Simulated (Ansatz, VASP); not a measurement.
**NaH: VASP beside Ansatz**

POSCAR

```
NaH
1.0
    2.9551240000      0.0000000000      0.0000000000
    0.0000000000      2.9551240000      0.0000000000
    0.0000000000      0.0000000000      2.9551240000
Na H
1 1
Direct
    0.0000000000      0.0000000000      0.0000000000
    0.5000000000      0.5000000000      0.5000000000
```

Contents of INCAR.step1:

```
SYSTEM = NaH
ALGO     = Normal         ! electronic algorithm
EDIFF    = 1E-4           ! SCF threshold, eV
ENCUT    = 520            ! plane-wave cutoff, eV
GGA      = PE             ! functional
ISMEAR   = 0              ! smearing method
LASPH    = .True.         ! aspherical terms in the spheres
LCHARG   = .False.        ! write CHGCAR
LREAL    = .False.        ! projectors in reciprocal space
LWAVE    = .True.         ! write WAVECAR
NBANDS   = 11             ! bands
NELM     = 100            ! most SCF steps
PREC     = Accurate       ! precision mode
SIGMA    = 0.1            ! smearing width, eV
```

Contents of INCAR.step2:

```
SYSTEM = NaH
ALGO     = Normal         ! electronic algorithm
EDIFF    = 1E-7           ! SCF threshold, eV
ENCUT    = 520            ! plane-wave cutoff, eV
ISIF     = 2              ! what is computed and relaxed
ISMEAR   = 0              ! smearing method
ISTART   = 1            
LASPH    = .True.         ! aspherical terms in the spheres
LCHARG   = .False.        ! write CHGCAR
LMIXTAU  = .True.       
LREAL    = .False.        ! projectors in reciprocal space
LWAVE    = .False.        ! write WAVECAR
METAGGA  = R2SCAN         ! meta-GGA
NBANDS   = 11             ! bands
NELM     = 100            ! most SCF steps
PREC     = Accurate       ! precision mode
SIGMA    = 0.1            ! smearing width, eV
```

The input KPOINTS:

```
k-points
0
Gamma
  6 6 6
  0 0 0
```

Input for Ansatz:

```yaml
crystal:
  lattice:
    - [2.955124, 0.0, 0.0]
    - [0.0, 2.955124, 0.0]
    - [0.0, 0.0, 2.955124]
  atoms:
    - { symbol: Na, position: [0.0, 0.0, 0.0] }
    - { symbol: H, position: [0.5, 0.5, 0.5] }
basis:
  ecutwfc: 500
kpoints:
  mp_grid: { grid: [6, 6, 6] }
hamiltonian:
  xc: r2scan
scf:
  occupations: { method: gaussian, width: 0.1 }
output:
  forces: true
  stress: true
  eigenvalues: true
```

The cell comes from a database or a generator and needn't be the stable form of this composition.

Alike in both runs: task single point; functional r2SCAN; k mesh 6 × 6 × 6; occupations gaussian, width 0.1 eV; no spin polarisation.

```csv
,VASP,Ansatz
version,VASP 6.6.1,Ansatz 0.2.0
potentials or method,"VASP PAW PBE potentials, release 64 (Na_pv, H)","scalar-relativistic, plane waves, PAW"
plane-wave cutoff (eV),520,500
valence electrons in the cell,8,10
```

Ansatz gave:

```
gap on the k mesh at the Fermi level (eV) : 1.59
least direct gap on the mesh (eV)         : 5.09
pressure (GPa)                            : -0.5
```

Problem. What did VASP give for the same quantities?

Solution. gap on the k mesh at the Fermi level (eV): 1.60; least direct gap on the mesh (eV): 5.10; pressure (GPa): -0.9.

The two sets of potentials don't hold the same shells in valence.

Caveats: the PAW data sets were made with another functional, which shifts forces and pressure a little (VASP). r2SCAN opens gaps a little over a GGA but as a rule still falls short of measured ones. A k mesh can miss the band edges.
